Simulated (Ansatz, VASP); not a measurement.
**Two plane-wave programs on Ti**

```xyz
1
Lattice="0.0406 2.0503 2.0503 2.0503 0.0406 2.0503 2.0503 2.0503 0.0406" Properties=species:S:1:pos:R:3 pbc="T T T"
Ti    0.0000    0.0000    0.0000
```

Change from the starting cell: equal xy, yz and zx shear strains of +2 %, PAW files.

Alike in both runs: task electric field gradients; functional LDA; k mesh 15 × 15 × 15; occupations fermi-dirac, width 0.05 eV; no spin polarisation.

|  | VASP | Ansatz |
| --- | --- | --- |
| version | VASP 6.6.1 | Ansatz 0.2.0 |
| potentials or method | VASP PAW LDA potentials, release 64 (Ti_sv) | PAW with Ansatz's default frozen-core files, scalar-relativistic |
| plane-wave cutoff (eV) | 520 | 420 |
| valence electrons in the cell | 12 | 12 |

```tsv
	VASP	Ansatz	Ansatz less VASP
pressure (GPa)	-4.9	-4.8	+0.12
largest component of the traceless stress (GPa)	0.99	1.01	+0.014
Vzz of the field gradient on the site that differs most (V/Å²)	-8.5	-8.6	-0.12
```
